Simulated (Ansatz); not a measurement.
Crystal: MoSe2.

```
Mo Se
1.0
     3.28800    0.00000    0.00000
    -1.64400    2.84749    0.00000
     0.00000    0.00000   12.90000
Mo Se
2 4
Cartesian
  1.6440 0.9492 9.6750
  0.0000 1.8983 3.2250
  1.6440 0.9492 4.8375
  0.0000 1.8983 11.2875
  1.6440 0.9492 1.6125
  0.0000 1.8983 8.0625
```

- Program: Ansatz 0.2.0
- Task: relaxation of cell and atoms
- Functional: PBE
- Dispersion: D3(BJ)
- Potentials or basis: Ansatz PAW
- Cutoff: 420 eV (not typed: the program's choice for these potentials)
- k mesh: 9 × 9 × 2
- Occupations: fermi-dirac, width 0.05 eV
- Spin: no spin polarisation

At the start: volume 20.13 Å³/atom.

**Question.** How do energy, volume and symmetry change on relaxing?

**Answer.** It ends after 5 steps and the volume is 19.74 Å³/atom (-1.9 %); space group P6_3/mmc (No. 194, to 0.05 Å).

Step by step:
| step | energy change (eV) | largest force (eV/Å) | volume (Å³) |
| --- | --- | --- | --- |
| 1 | 0.0000 | 1.1014 | 120.78 |
| 2 | -0.1344 | 0.0946 | 118.98 |
| 3 | -0.1359 | 0.0059 | 118.33 |
| 4 | -0.1360 | 0.0019 | 118.44 |
| 5 | -0.1356 | 0.0020 | 118.44 |

Final structure:
```xyz
6
Lattice="3.2769 0.0000 0.0000 -1.6384 2.8379 0.0000 0.0000 0.0000 12.7364" Properties=species:S:1:pos:R:3 pbc="T T T"
Mo    1.6384    0.9460    9.5523
Mo    0.0000    1.8919    3.1841
Se    1.6384    0.9460    4.8581
Se    0.0000    1.8919   11.2264
Se    1.6384    0.9460    1.5101
Se    0.0000    1.8919    7.8783
```

Caveat: the plane-wave basis is chosen anew once the cell has moved, so the energies of steps on either side of that aren't comparable.
